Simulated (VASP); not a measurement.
Wanted: the native input for a VASP 6.6.1 run.

| Property | Result |
| --- | --- |
| Task | relaxation of cell and atoms |
| Functional | PBEsol |
| Potentials or basis | VASP PAW PBE potentials, release 64 (Cd, S) |
| Cutoff | 600 eV |
| k mesh | 6 × 6 × 6 |
| Occupations | fermi-dirac, width 0.05 eV |
| Spin | spin-orbit coupling, no magnetisation |
| Further INCAR settings | ALGO = Normal; EDIFF = 1e-06; IBRION = 2; EDIFFG = -0.01; NSW = 40; ISIF = 3 |

The structure of CdS lies in POSCAR:

```
CdS
1.0
    0.0000000000      2.7532440000      2.7532440000
    2.7532440000      0.0000000000      2.7532440000
    2.7532440000      2.7532440000      0.0000000000
Cd S
1 1
Direct
    0.0000000000      0.0000000000      0.0000000000
    0.5000000000      0.5000000000      0.5000000000
```

Measurements of this composition are mostly on another form, of space group No. 186.

One way to write it, as run:

INCAR

```
ALGO = Normal ; EDIFF = 1E-6
EDIFFG = -0.01 ; ENCUT = 600
GGA = PS ; GGA_COMPAT = False
IBRION = 2 ; ISIF = 3
ISMEAR = -1 ; LASPH = True
LCHARG = False ; LORBIT = 11
LREAL = False ; LSORBIT = True
LWAVE = False ; MAGMOM = 0 0 0 0 0 0
NELM = 60 ; NSW = 40
PREC = Accurate ; SIGMA = 0.05
```

KPOINTS

```
k-points
0
Gamma
  6 6 6
```

Potentials or basis: VASP PAW PBE potentials, release 64 (Cd, S).

Command:

```bash
$ cat potpaw_PBE.64/Cd/POTCAR potpaw_PBE.64/S/POTCAR > POTCAR
$ mpirun -np 1 vasp_ncl > vasp.out
```

It gave:

```json
{
 "Relaxed volume": "19.77 Å³/atom",
 "Relaxed cell": "a = 3.824 Å, b = 3.824 Å, c = 3.824 Å, α = 60.00°, β = 60.00°, γ = 60.00°",
 "Space group after relaxing (to 0.05 Å)": "Fm-3m (No. 225)",
 "Energy gained by relaxing": "14.5 meV/atom",
 "Ionic steps": "3",
 "Pressure after relaxing": "0.0 GPa",
 "Valence electrons inside the program's atomic spheres": "Cd 10.24; S 3.69"
}
```

Caveat: the PAW data sets were made with another functional, which shifts forces and pressure a little.

Wall time 110 s on 1 thread of Intel(R) Xeon(R) Platinum 8375C CPU @ 2.90GHz (Ice Lake), on a shared host, peak memory 0.33 GiB.
